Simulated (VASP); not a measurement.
Input of a VASP 6.6.1 run:

File INCAR:

```
PREC = Accurate ; ENCUT = 520
EDIFF = 1E-6 ; ISMEAR = 0
SIGMA = 0.05 ; LREAL = F
LASPH = T ; NELM = 100
ALGO = Fast ; ISIF = 2
LWAVE = F ; LCHARG = F
LDIPOL = T ; IDIPOL = 3
DIPOL = 0.5 0.5 0.500 ; GGA = PE
IVDW = 12 ; NBANDS = 33
```

The input KPOINTS:

```
regular mesh
0
Gamma
  6 6 1
```

The input POSCAR:

```
SrCl2
1.0
    4.9195063087      0.0000000000      0.0000000000
   -2.4597531544      4.2604174374      0.0000000000
    0.0000000000      0.0000000000     20.0251401214
Cl Sr
4 2
Direct
    0.0000000000      0.0000000000      0.3495606002
    0.3333333333      0.6666666667      0.4498535334
    0.6666666667      0.3333333333      0.5486367706
    0.0000000000      0.0000000000      0.6545148730
    0.6666666667      0.3333333333      0.3997070668
    0.3333333333      0.6666666667      0.5988547712
```

Potentials or basis: VASP PAW PBE potentials, release 64 (Cl, Sr_sv).

The run is started by

```console
$ cat potpaw_PBE.64/Cl/POTCAR potpaw_PBE.64/Sr_sv/POTCAR > POTCAR
$ mpirun -np 1 vasp_std > vasp.out
```

**Question.** Predict the largest force.

**Answer.** 0.236 eV/Å.

**Question.** What does it give for the dispersion energy per atom?

**Answer.** -0.161 eV.

Forces on the atoms (eV/Å):
```
Cl   0.000  0.000 -0.236
Cl   0.000  0.000  0.031
Cl   0.000  0.000 -0.006
Cl   0.000  0.000  0.015
Sr   0.000  0.000  0.183
Sr   0.000  0.000  0.012
```
